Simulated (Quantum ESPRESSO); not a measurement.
# TePb (Fm-3m) in Quantum ESPRESSO: a series of runs, part 3 of 5

Quantum ESPRESSO 7.5. Earlier steps stand in the parts before.

### Step 4. Phonons, vdW-DF-cx

pw.in

```
&CONTROL
  calculation = 'scf'
  prefix = 'pwscf'
  outdir = './tmp'
  pseudo_dir = './pseudo'
  tprnfor = .true.
  tstress = .true.
  disk_io = 'low'
/
&SYSTEM
  ibrav = 0
  A = 4.56932402
  nat = 2
  ntyp = 2
  ecutwfc = 45
  ecutrho = 360
  nbnd = 16
  input_dft = 'vdw-df-cx'
  occupations = 'smearing'
  smearing = 'fd'
  degauss = 0.00367493
/
&ELECTRONS
  conv_thr = 4d-10
  electron_maxstep = 120
  mixing_beta = 0.5
/
ATOMIC_SPECIES
Pb   207.2000 pb_pbe_v1.uspp.F.UPF
Te   127.6000 te_pbe_v1.uspp.F.UPF
CELL_PARAMETERS alat
   0.0000000000    0.7071067812    0.7071067812
   0.7071067812    0.0000000000    0.7071067812
   0.7071067812    0.7071067812    0.0000000000
ATOMIC_POSITIONS alat
Pb     0.0000000000    0.0000000000    0.0000000000
Te     0.7071067812    0.7071067812    0.7071067812
K_POINTS automatic
6 6 6 1 1 1
```

relax.in

```
&CONTROL
  calculation = 'vc-relax'
  prefix = 'pwscf'
  outdir = './tmp'
  pseudo_dir = './pseudo'
  tprnfor = .true.
  tstress = .true.
  disk_io = 'low'
  nstep = 40
  forc_conv_thr = 0.0001
  etot_conv_thr = 1d-06
/
&SYSTEM
  ibrav = 0
  A = 4.56932402
  nat = 2
  ntyp = 2
  ecutwfc = 45
  ecutrho = 360
  nbnd = 16
  input_dft = 'vdw-df-cx'
  occupations = 'smearing'
  smearing = 'fd'
  degauss = 0.00367493
/
&ELECTRONS
  conv_thr = 4d-10
  electron_maxstep = 120
  mixing_beta = 0.5
/
&IONS
  ion_dynamics = 'bfgs'
/
&CELL
  cell_dynamics = 'bfgs'
  press = 0
  press_conv_thr = 0.2
/
ATOMIC_SPECIES
Pb   207.2000 pb_pbe_v1.uspp.F.UPF
Te   127.6000 te_pbe_v1.uspp.F.UPF
CELL_PARAMETERS alat
   0.0000000000    0.7071067812    0.7071067812
   0.7071067812    0.0000000000    0.7071067812
   0.7071067812    0.7071067812    0.0000000000
ATOMIC_POSITIONS alat
Pb     0.0000000000    0.0000000000    0.0000000000
Te     0.7071067812    0.7071067812    0.7071067812
K_POINTS automatic
6 6 6 1 1 1
```

gamma.in

```
&CONTROL
  calculation = 'bands'
  prefix = 'pwscf'
  outdir = './tmp'
  pseudo_dir = './pseudo'
  disk_io = 'low'
  verbosity = 'high'
/
&SYSTEM
  ibrav = 0
  A = 4.56392328
  nat = 2
  ntyp = 2
  ecutwfc = 45
  ecutrho = 360
  nbnd = 16
  input_dft = 'vdw-df-cx'
  occupations = 'smearing'
  smearing = 'fd'
  degauss = 0.00367493
/
&ELECTRONS
  conv_thr = 1d-08
  electron_maxstep = 120
  mixing_beta = 0.5
  diago_full_acc = .true.
  startingwfc = 'random'
/
ATOMIC_SPECIES
Pb   207.2000 pb_pbe_v1.uspp.F.UPF
Te   127.6000 te_pbe_v1.uspp.F.UPF
CELL_PARAMETERS alat
   0.0000000000    0.7071067818    0.7071067818
   0.7071067818    0.0000000000    0.7071067818
   0.7071067818    0.7071067818    0.0000000000
ATOMIC_POSITIONS alat
Pb     0.0000000000    0.0000000000    0.0000000000
Te     0.7071067818    0.7071067818    0.7071067818
K_POINTS crystal
1
0.0 0.0 0.0 1
```

scf2.in

```
&CONTROL
  calculation = 'scf'
  prefix = 'pwscf'
  outdir = './tmp'
  pseudo_dir = './pseudo'
  tprnfor = .true.
  tstress = .true.
  disk_io = 'low'
/
&SYSTEM
  ibrav = 0
  A = 4.56392328
  nat = 2
  ntyp = 2
  ecutwfc = 45
  ecutrho = 360
  nbnd = 16
  input_dft = 'vdw-df-cx'
  occupations = 'fixed'
/
&ELECTRONS
  conv_thr = 1d-13
  electron_maxstep = 120
  mixing_beta = 0.5
  startingpot = 'file'
/
ATOMIC_SPECIES
Pb   207.2000 pb_pbe_v1.uspp.F.UPF
Te   127.6000 te_pbe_v1.uspp.F.UPF
CELL_PARAMETERS alat
   0.0000000000    0.7071067818    0.7071067818
   0.7071067818    0.0000000000    0.7071067818
   0.7071067818    0.7071067818    0.0000000000
ATOMIC_POSITIONS alat
Pb     0.0000000000    0.0000000000    0.0000000000
Te     0.7071067818    0.7071067818    0.7071067818
K_POINTS automatic
6 6 6 1 1 1
```

ph.in

```
phonons of TePb
&INPUTPH
  prefix = 'pwscf'
  outdir = './tmp'
  tr2_ph = 1d-18
  fildyn = 'dyn'
  niter_ph = 90
  alpha_mix(1) = 0.7
  epsil = .true.
/
0.0000000000 0.0000000000 0.0000000000
```

dynmat.in

```
&INPUT
  fildyn = 'dyn'
  asr = 'crystal'
  lperm = .true.
  filout = 'dynmat.disp'
  fileig = 'dynmat.eig'
/
```

dynmat_lo.in

```
&INPUT
  fildyn = 'dyn'
  asr = 'crystal'
  filout = 'dynmat_lo.disp'
  fileig = 'dynmat_lo.eig'
  q(1) = 0
  q(2) = 0
  q(3) = 1
/
```

Potentials or basis: GBRV 1.5 PBE.

On the command line:

```
$ OMP_NUM_THREADS=1 mpirun -n 4 pw.x -nk 4 -in pw.in > pw.out
$ OMP_NUM_THREADS=1 mpirun -n 4 pw.x -nk 4 -in relax.in > relax.out
$ OMP_NUM_THREADS=1 mpirun -n 4 pw.x -in gamma.in > gamma.out
$ OMP_NUM_THREADS=1 mpirun -n 4 pw.x -nk 4 -in scf2.in > scf2.out
$ OMP_NUM_THREADS=1 mpirun -n 4 ph.x -nk 4 -in ph.in > ph.out
$ OMP_NUM_THREADS=1 mpirun -n 1 dynmat.x -in dynmat.in > dynmat.out
$ OMP_NUM_THREADS=1 mpirun -n 1 dynmat.x -in dynmat_lo.in > dynmat_lo.out
```

pw.out:

```text
This program is part of the open-source Quantum ESPRESSO suite
     for quantum simulation of materials; please cite
         "P. Giannozzi et al., J. Phys.:Condens. Matter 21 395502 (2009);
         "P. Giannozzi et al., J. Phys.:Condens. Matter 29 465901 (2017);
         "P. Giannozzi et al., J. Chem. Phys. 152 154105 (2020);
     in publications or presentations arising from this work. More details at

     IMPORTANT: XC functional enforced from input :
     Exchange-correlation= VDW-DF-CX
                           (   1   4  27   0   1   0   0)
     Any further DFT definition will be discarded
     Please, verify this is what you really want

     Message from routine setup:
     using ibrav=0 with symmetry is DISCOURAGED, use correct ibrav instead

     K-points division:     npool     =       4
     Subspace diagonalization in iterative solution of the eigenvalue problem:
     a serial algorithm will be used

     G-vector sticks info
     --------------------
     sticks:   dense  smooth     PW     G-vecs:    dense   smooth      PW
     Sum        1843     925    283                52345    18499    3119

     Using Slab Decomposition

     bravais-lattice index     =            0
     lattice parameter (alat)  =       8.6348  a.u.
     unit-cell volume          =     455.2369 (a.u.)^3
     number of atoms/cell      =            2
     number of atomic types    =            2
     number of electrons       =        20.00
     number of Kohn-Sham states=           16
     kinetic-energy cutoff     =      45.0000  Ry
     charge density cutoff     =     360.0000  Ry
     scf convergence threshold =      4.0E-10
     mixing beta               =       0.5000
     number of iterations used =            8  plain     mixing
     Exchange-correlation= VDW-DF-CX
                           (   1   4  27   0   1   0   0)

     celldm(1)=   8.634771  celldm(2)=   0.000000  celldm(3)=   0.000000
     celldm(4)=   0.000000  celldm(5)=   0.000000  celldm(6)=   0.000000

     crystal axes: (cart. coord. in units of alat)
               a(1) = (   0.000000   0.707107   0.707107 )
               a(2) = (   0.707107   0.000000   0.707107 )
               a(3) = (   0.707107   0.707107   0.000000 )

     reciprocal axes: (cart. coord. in units 2 pi/alat)
               b(1) = ( -0.707107  0.707107  0.707107 )
               b(2) = (  0.707107 -0.707107  0.707107 )
               b(3) = (  0.707107  0.707107 -0.707107 )

     PseudoPot. # 1 for Pb read from file:
     pb_pbe_v1.uspp.F.UPF
     Pseudo is Ultrasoft + core correction, Zval = 14.0
     Generated by new atomic code, or converted to UPF format
     Using radial grid of  899 points,  6 beta functions with:
                l(1) =   0
                l(2) =   0
                l(3) =   1
                l(4) =   1
                l(5) =   2
                l(6) =   2
     Q(r) pseudized with  6 coefficients,  rinner =    1.000   1.000   1.000
                                                       1.000   1.000

     PseudoPot. # 2 for Te read from file:
     te_pbe_v1.uspp.F.UPF
     Pseudo is Ultrasoft + core correction, Zval =  6.0
     Generated by new atomic code, or converted to UPF format
     Using radial grid of  891 points,  5 beta functions with:
                l(1) =   0
                l(2) =   0
                l(3) =   1
                l(4) =   1
                l(5) =   2
     Q(r) pseudized with  6 coefficients,  rinner =    1.800   1.800   1.800
                                                       1.800   1.800

     atomic species   valence    mass     pseudopotential
     Pb               14.00   207.20000     Pb( 1.00)
     Te                6.00   127.60000     Te( 1.00)

     48 Sym. Ops., with inversion, found

   Cartesian axes

     site n.     atom                  positions (alat units)
         1        Pb     tau(   1) = (   0.0000000   0.0000000   0.0000000  )
         2        Te     tau(   2) = (   0.7071068   0.7071068   0.7071068  )

     number of k points=    28  Fermi-Dirac smearing, width (Ry)=  0.0037
                       cart. coord. in units 2pi/alat
        k(    1) = (   0.0589256   0.0589256   0.0589256), wk =   0.0185185
        k(    2) = (   0.1767767   0.1767767  -0.0589256), wk =   0.0555556
        k(    3) = (   0.2946278   0.2946278  -0.1767767), wk =   0.0555556
        k(    4) = (  -0.2946278  -0.2946278   0.4124790), wk =   0.0555556
        k(    5) = (  -0.1767767  -0.1767767   0.2946278), wk =   0.0555556
        k(    6) = (  -0.0589256  -0.0589256   0.1767767), wk =   0.0555556
[... 20 lines left out ...]
        k(   27) = (   0.2946278   0.2946278   0.2946278), wk =   0.0185185
        k(   28) = (  -0.2946278  -0.2946278   0.8838835), wk =   0.0555556

     Dense  grid:    52345 G-vectors     FFT dimensions: (  54,  54,  54)

     Smooth grid:    18499 G-vectors     FFT dimensions: (  40,  40,  40)

     Initial potential from superposition of free atoms

     starting charge      19.9974, renormalised to      20.0000

     negative rho (up, down):  1.582E-02 0.000E+00

     %%%%%%%%%%%%%%%%%%%%%%%%%%%%%%%%%%%%%%%%%%%%%%%%%%%%%%%%%%%%%%%%%%%%%%%%
     %                                                                      %
     % You are using vdW-DF, which was implemented by the Thonhauser group. %
     % Please cite the following two papers that made this development      %
     % possible and the two reviews that describe the various versions:     %
     %                                                                      %
     %   T. Thonhauser et al., PRL 115, 136402 (2015).                      %
     %   T. Thonhauser et al., PRB 76, 125112 (2007).                       %
     %   K. Berland et al., Rep. Prog. Phys. 78, 066501 (2015).             %
     %   D.C. Langreth et al., J. Phys.: Condens. Matter 21, 084203 (2009). %
     %                                                                      %
     % If you are calculating stress with vdW-DF, please also cite:         %
     %                                                                      %
     %   R. Sabatini et al., J. Phys.: Condens. Matter 24, 424209 (2012).   %
     %                                                                      %
     %%%%%%%%%%%%%%%%%%%%%%%%%%%%%%%%%%%%%%%%%%%%%%%%%%%%%%%%%%%%%%%%%%%%%%%%

     %%%%%%%%%%%%%%%%%%%%%%%%%%%%%%%%%%%%%%%%%%%%%%%%%%%%%%%%%%%%%%%%%%%%%%%%
     %                                                                      %
     %  vdW-DF NEWS:                                                        %
     %                                                                      %
     %  * vdW-DF3 is now available. DOI: 10.1021/acs.jctc.0c00471           %
     %    use with input_dft = 'vdW-DF3-opt1' or 'vdW-DF3-opt2'             %
     %                                                                      %
     %  * Unscreened and range-separated hybrid vdW-DF-cx functionals       %
     %    DOI: 10.1063/1.4986522 and 10.1088/1361-648X/ac2ad2               %
     %    use with input_dft = 'vdW-DF-cx0'    and 'vdW-DF-ahcx'            %
     %  * Unscreened and range-separated hybrid vdW-DF2-b86r functionals    %
     %    DOI: 10.1063/1.4986522 and DOI: 10.1103/PhysRevX.12.041003        %
     %    use with input_dft = 'vdW-DF2-br0' and 'vdW-DF2-ahbr'             %
     %                                                                      %
     %%%%%%%%%%%%%%%%%%%%%%%%%%%%%%%%%%%%%%%%%%%%%%%%%%%%%%%%%%%%%%%%%%%%%%%%

     Starting wfcs are   13 randomized atomic wfcs +    3 random wfcs

     Self-consistent Calculation

     iteration #  1     ecut=    45.00 Ry     beta= 0.50
     Davidson diagonalization with overlap
     ethr =  1.00E-02,  avg # of iterations =  6.2

     Threshold (ethr) on eigenvalues was too large:
     Diagonalizing with lowered threshold

     Davidson diagonalization with overlap
     ethr =  1.60E-04,  avg # of iterations =  4.5

     negative rho (up, down):  1.525E-02 0.000E+00
[... 67 lines left out ...]
     iteration #  9     ecut=    45.00 Ry     beta= 0.50
     Davidson diagonalization with overlap
     ethr =  1.31E-11,  avg # of iterations = 10.0

     negative rho (up, down):  1.644E-02 0.000E+00

     End of self-consistent calculation

          k = 0.0589 0.0589 0.0589 (  2307 PWs)   bands (ev):

    -9.3733  -9.3733  -9.3636  -9.3629  -9.3629  -4.6150   1.4996   6.0273
     6.0273   6.1228  11.0425  11.1431  11.1431  13.0331  13.2487  13.2487
[... 73 lines left out ...]
    -9.4304  -9.3726  -9.3627  -9.3389  -9.3384  -3.0033  -0.1217   3.0064
     4.6287   4.6642  10.7593  12.5075  12.5698  13.7229  17.7693  17.7797

          k =-0.5303 0.1768-0.0589 (  2328 PWs)   bands (ev):

    -9.4143  -9.3692  -9.3672  -9.3451  -9.3418  -3.1998  -0.4075   3.9986
     4.5110   5.6278  10.5715  11.4130  12.0918  12.6310  16.6647  17.4233

          k =-0.4125 0.0589 0.0589 (  2324 PWs)   bands (ev):
[... 51 lines left out ...]
    -9.3946  -9.3821  -9.3584  -9.3492  -9.3456  -3.1195  -1.1108   4.7624
     5.9872   6.3833   9.1253   9.2838  10.9218  14.6666  15.4208  15.8884

     the Fermi energy is     7.7589 ev

!    total energy              =    -190.27077762 Ry
     estimated scf accuracy    <          2.6E-10 Ry
     smearing contrib. (-TS)   =      -0.00000008 Ry
     internal energy E=F+TS    =    -190.27077754 Ry

     The total energy is F=E-TS. E is the sum of the following terms:
     one-electron contribution =     -45.90296003 Ry
     hartree contribution      =      35.08379543 Ry
     xc contribution           =     -77.35340286 Ry
     ewald contribution        =    -102.09821009 Ry

     convergence has been achieved in   9 iterations

     negative rho (up, down):  1.644E-02 0.000E+00

     Forces acting on atoms (cartesian axes, Ry/au):

     atom    1 type  1   force =     0.00000000    0.00000000    0.00000000
     atom    2 type  2   force =    -0.00000000   -0.00000000    0.00000000

     Total force =     0.000000     Total SCF correction =     0.000000

     Computing stress (Cartesian axis) and pressure

     negative rho (up, down):  1.644E-02 0.000E+00
          total   stress  (Ry/bohr**3)                   (kbar)     P=       -1.56
  -0.00001058   0.00000000   0.00000000           -1.56        0.00        0.00
   0.00000000  -0.00001058   0.00000000            0.00       -1.56        0.00
   0.00000000   0.00000000  -0.00001058            0.00        0.00       -1.56

=------------------------------------------------------------------------------=
   JOB DONE.
=------------------------------------------------------------------------------=
```

It took 7 min on 4 MPI ranks of Intel Xeon Platinum 8488C (Sapphire Rapids), shared host; peak memory 1.6 GiB.

Results:

```
Free energy                                             : -2588.7659 eV
Relaxed volume                                          : 33.61 Å³/atom
Relaxed cell                                            : a = 4.564 Å, b = 4.564 Å, c = 4.564 Å, α = 60.00°, β = 60.00°, γ = 60.00°
Space group after relaxing (to 0.05 Å)                  : Fm-3m (No. 225)
Pressure after relaxing                                 : 0.0 GPa
Electronic dielectric tensor (diagonal)                 : 30.02
Born charges (mean of the diagonal)                     : Pb +5.88; Te -5.86 e
Highest phonon frequency at Γ, LO-TO splitting left out : 47 cm⁻¹
Static dielectric tensor (diagonal)                     : 170.35
```

The path:
```tsv
step	energy change (eV)	largest force (eV/Å)	pressure (GPa)	volume (Å³)
1	0.0000	0.0000	-0.16	67.46
2	0.0000	0.0000	-0.12	67.41
3	-0.0001	0.0000	-0.07	67.33
4	-0.0001	0.0000	0.00	67.22
5	-0.0001	0.0000	0.00	67.22
```

Final structure:
```
CELL_PARAMETERS angstrom
0.00000 3.22718 3.22718
3.22718 0.00000 3.22718
3.22718 3.22718 0.00000
ATOMIC_POSITIONS crystal
Pb 0.00000 0.00000 0.00000
Te 0.50000 0.50000 0.50000
```

Phonon frequencies in cm⁻¹ (negative: imaginary):
```
              q point        frequencies
(0.000, 0.000, 0.000)  11 11 11 47 47 47
```

Electronic dielectric tensor:
```
30.02  0.00  0.00
 0.00 30.02  0.00
 0.00  0.00 30.02
```

Born effective charge tensors (e):
atom 1, Pb
```
5.88 0.00 0.00
0.00 5.88 0.00
0.00 0.00 5.88
```
atom 2, Te
```
-5.86  0.00  0.00
 0.00 -5.86  0.00
 0.00  0.00 -5.86
```

Optical modes at Γ, degenerate ones joined, polar ones without the macroscopic field:
| cm⁻¹ | components | symmetry | active in | IR intensity, summed ((D/Å)²/amu) |
| --- | --- | --- | --- | --- |
| 48 | 3 | T1u | IR | 30.20 |

Zone-centre frequencies without and with the macroscopic field along z (cm⁻¹):
|  | optical modes in rising order |
| --- | --- |
| without | 48 48 48 |
| with the field | 48 48 114 |

Static dielectric tensor, electrons and zone-centre modes:
```
170.35   0.00   0.00
  0.00 170.35   0.00
  0.00   0.00 170.35
```

Caveat: the potentials were made for another functional, which shifts forces and pressure.

[end of part 3 of 5]
